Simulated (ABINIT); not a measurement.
The system is CsPbBr3.

```
CELL_PARAMETERS angstrom
5.87000 0.00000 0.00000
0.00000 5.87000 0.00000
0.00000 0.00000 5.87000
ATOMIC_POSITIONS crystal
Pb 0.50000 0.50000 0.50000
Cs 0.00000 0.00000 0.00000
Br 0.50000 0.50000 0.00000
Br 0.50000 0.00000 0.50000
Br 0.00000 0.50000 0.50000
```

Measurements of this composition are mostly on another form, of space group No. 62.

Base run:

```yaml
Program: ABINIT 10.8.3 (patched build)
Functional: PBEsol
Potentials_or_basis: PseudoDojo NC SR PBEsol v0.4.1 standard
Cutoff: 762 eV
k_mesh: 5 × 5 × 5
Occupations: fermi-dirac, width 0.05 eV
Spin: no spin polarisation
```

Its results: pressure 0.0 GPa.

Q: The run is repeated on the same cell with these changes: functional from PBEsol to LDA; potentials or basis from PseudoDojo NC SR PBEsol v0.4.1 standard to JTH PAW LDA v2.0; cutoff from 762 eV to 707 eV. What comes out?

A: Pressure -1.3 GPa.

Not every run made on this cell is shown here.
